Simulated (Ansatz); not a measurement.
Band table of Fe (sc type)

```
Fe
1.0
     2.37008    0.00000    0.00000
     0.00000    2.37008    0.00000
     0.00000    0.00000    2.37008
Fe
1
Direct
  0.00000 0.00000 0.00000
```

The cell comes from a relaxation on PAW files under the same functional, begun from a prototype that needn't be the stable phase.

Level of theory: DFT with PBE, scalar-relativistic, in Ansatz 0.2.0; a Γ-centred 18×18×18 k mesh, Fermi–Dirac smearing of 0.1 eV, spin-polarised from start moments Fe 2.5 μB. LAPW: all electrons, basis error target 1 meV/atom.

The magnetic state is the one reached from the start moments; other orders weren't searched.

Path points, in fractions of the reciprocal vectors: Γ (0.000, 0.000, 0.000), X (0.000, 0.500, 0.000), M (0.500, 0.500, 0.000), R (0.500, 0.500, 0.500). The distance column jumps between branches of the path. Levels in eV from the Fermi level, spin up; bands 5 to 11, counted from the lowest band of the run. The gap is zero, the pressure -0.12 GPa.

```
# k(1/Å) point b5 b6 b7 b8 b9 b10 b11
0.000 Γ -7.86 -3.88 -3.88 -0.57 -0.57 -0.57 18.46
0.189 - -7.71 -3.86 -3.80 -0.64 -0.64 -0.57 16.79
0.379 - -7.28 -3.79 -3.57 -0.82 -0.82 -0.55 14.04
0.568 - -6.60 -3.69 -3.20 -1.08 -1.08 -0.53 11.29
0.757 - -5.77 -3.58 -2.71 -1.35 -1.35 -0.51 8.76
0.947 - -4.92 -3.48 -2.13 -1.58 -1.58 -0.49 6.55
1.136 - -4.27 -3.41 -1.74 -1.74 -1.51 -0.47 4.87
1.326 X -4.04 -3.38 -1.79 -1.79 -1.18 -0.47 4.17
1.515 - -3.91 -3.30 -2.36 -1.78 -0.54 -0.52 4.19
1.704 - -3.63 -3.07 -2.98 -1.75 -0.68 0.40 4.24
1.894 - -3.70 -3.40 -2.28 -1.70 -0.91 1.43 4.32
2.083 - -4.22 -3.22 -1.64 -1.31 -1.14 2.52 4.44
2.272 - -4.61 -3.07 -1.59 -1.35 -0.29 3.61 4.62
2.462 - -4.85 -2.97 -1.56 -1.50 0.53 4.54 4.83
2.651 M -4.93 -2.93 -1.55 -1.55 0.85 4.95 4.95
2.919 - -4.77 -3.01 -1.52 -1.50 0.29 3.42 5.70
3.187 - -4.42 -3.20 -1.43 -1.37 -0.77 0.95 7.34
3.454 - -4.47 -3.29 -1.82 -1.27 -1.17 -0.92 9.38
3.722 - -5.50 -3.33 -2.70 -1.42 -1.06 -0.96 11.67
3.990 - -6.72 -3.60 -3.35 -1.07 -0.83 -0.76 14.17
4.258 - -7.57 -3.81 -3.75 -0.71 -0.65 -0.62 16.76
4.526 Γ -7.86 -3.88 -3.88 -0.57 -0.57 -0.57 18.46
4.854 - -7.42 -3.73 -3.73 -0.72 -0.69 -0.69 16.93
5.182 - -6.18 -3.27 -3.27 -1.05 -1.05 -1.01 14.82
5.510 - -4.64 -2.60 -2.60 -1.55 -1.55 -0.83 13.18
5.838 - -3.96 -2.60 -2.60 -1.31 -1.31 1.12 12.15
6.166 - -3.93 -3.25 -3.25 -0.31 -0.31 4.61 11.66
6.494 - -3.95 -3.75 -3.75 0.56 0.56 8.74 11.56
6.821 R -3.94 -3.94 -3.94 0.92 0.92 11.60 11.60
7.089 - -3.97 -3.84 -3.76 0.57 0.78 10.13 10.24
7.357 - -4.02 -3.56 -3.29 -0.27 0.36 7.81 7.82
7.625 - -3.98 -3.14 -2.66 -1.24 -0.41 5.48 5.97
7.893 - -3.77 -2.66 -2.34 -2.12 -1.12 3.36 4.88
8.160 - -3.31 -3.05 -2.81 -2.22 -0.91 1.49 4.39
8.428 - -3.77 -3.24 -2.58 -1.90 -0.58 -0.11 4.21
8.696 X -4.04 -3.38 -1.79 -1.79 -1.18 -0.47 4.17
10.571 R -3.94 -3.94 -3.94 0.92 0.92 11.60 11.60
10.760 - -3.99 -3.85 -3.85 0.68 0.91 10.99 10.99
10.949 - -4.14 -3.59 -3.59 0.05 0.90 9.74 9.74
11.139 - -4.35 -3.19 -3.19 -0.78 0.89 8.37 8.37
11.328 - -4.57 -2.69 -2.69 -1.62 0.87 7.09 7.09
11.517 - -4.76 -2.32 -2.15 -2.15 0.86 6.01 6.01
11.707 - -4.89 -2.77 -1.72 -1.72 0.85 5.24 5.24
11.896 M -4.93 -2.93 -1.55 -1.55 0.85 4.95 4.95
```
